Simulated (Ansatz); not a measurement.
Runs of Ansatz 0.2.0 on MoSe2. Symmetry: P6_3/mmc, No. 194, hexagonal system. Conventional cell: a = 3.288 Å, b = 3.288 Å, c = 12.900 Å, α = 90.00°, β = 90.00°, γ = 120.00°. Around Mo (site symmetry -6m2) lie 6 Se at 2.49 Å. Around Se (site symmetry 3m) lie 3 Mo at 2.49 Å. 

```tsv
task	level	cell	cutoff (eV)	points for each segment of the path	gap on the mesh (eV)	pressure (GPa)	relaxed volume (Å³/atom)	largest force (eV/Å)
single point	PBE	as given	250	-	0.87	(a)	-	1.07
relaxation of cell and atoms	PBE+D3(BJ)	relaxed	420	-	0.85	0.0	19.74	-
band structure	PBE	as given	420	14	(b)	8.0	-	1.10
relaxation of cell and atoms	RPBE+D3(BJ)	relaxed	420	-	-	0.0	15.80	-
```

Alike in all rows: potentials or basis Ansatz PAW; no spin polarisation; k mesh 9 × 9 × 2; smearing fermi-dirac 0.05 eV.

Task: Fill in the values left out.

Result: (a) 7.8; (b) 0.89.

Caveats: odd divisions of the mesh miss points on the zone boundary, where band edges often lie, so the gap on the mesh can be too wide (some runs); the cell's inner coordinates are idealised or old, which leaves forces on the atoms (some runs); this functional lacks dispersion, which binds the layers, so the pressure and a relaxed spacing across them are unreliable (some runs); the plane-wave basis is chosen anew once the cell has moved, so the energies of steps on either side of that aren't comparable (some runs); the pressure holds a Pulay correction of +25.9 GPa for the finite cutoff (some runs); the cutoff lies under the one recommended for these potentials (some runs); the volume moved by over 15 % at a fixed basis, so the end points are rough (some runs).

A k mesh can miss the band edges, and the runs leave out spin-orbit coupling on Mo, Se.
